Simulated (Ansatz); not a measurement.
## Relaxing C

These are results of Ansatz 0.2.0, DFT PBEsol, scalar-relativistic, plane waves, PAW, not measurements. Cutoff 420 eV, Γ-centred k mesh, Gaussian smearing, no spin polarisation in the final step.

The start puts C on the beta-tin structure type (I4_1/amd, No. 141), at a guessed volume.

```xyz
2
Lattice="-2.1732 2.1732 1.1855 2.1732 -2.1732 1.1855 2.1732 2.1732 -1.1855" Properties=species:S:1:pos:R:3 pbc="T T T"
C     0.0000    0.0000    0.0000
C     0.0000    2.1732    0.5928
```

Steps on the 8×8×8 mesh (2 atoms). 12 of 25 steps are shown, and the free energy counts from the last. Trial steps that were taken back and renewals of the plane-wave basis can be among the rows.

| step | ΔF (meV/atom) | V (Å³/atom) | P (GPa) |
| --- | --- | --- | --- |
| 1 | 4591.1 | 11.20 | -48.41 |
| 3 | 3645.5 | 8.51 | -58.47 |
| 5 | 2804.5 | 6.53 | -50.41 |
| 8 | 1995.1 | 5.21 | 28.72 |
| 10 | 1417.5 | 5.17 | 38.53 |
| 12 | 871.3 | 5.16 | 40.13 |
| 14 | 437.2 | 5.21 | 33.95 |
| 16 | 198.7 | 5.32 | 17.29 |
| 18 | 159.1 | 5.47 | -0.28 |
| 21 | 1.8 | 5.59 | 1.62 |
| 23 | 0.0 | 5.61 | 0.38 |
| 25 | 0.0 | 5.61 | 0.04 |

A final relaxation ran on a 12×12×12 mesh. The relaxed crystal, Fd-3m (No. 227):

```cif
data_structure
_symmetry_space_group_name_H-M 'Fd-3m:1'
_symmetry_Int_Tables_number 227
_cell_length_a 3.5537
_cell_length_b 3.5537
_cell_length_c 3.5537
_cell_angle_alpha 90.000
_cell_angle_beta 90.000
_cell_angle_gamma 90.000
_cell_volume 44.88
loop_
_atom_site_label
_atom_site_type_symbol
_atom_site_symmetry_multiplicity
_atom_site_Wyckoff_symbol
_atom_site_fract_x
_atom_site_fract_y
_atom_site_fract_z
_atom_site_occupancy
C1 C 8 b 0.25000 0.75000 0.25000 1
```

| Quantity | Value |
| --- | --- |
| Volume per atom | 5.61 Å³ |
| Density | 3.56 g/cm³ |
| Energy over the standard structure | 0.023 eV/atom |
| Gap on the 12×12×12 mesh | 4.07 eV |

Energies count from the standard state of C at the same level.

The final run used a 12×12×12 mesh on its 2-atom cell and 0.02 eV smearing.

Symmetry constrained the relaxation, so the result can be a saddle point.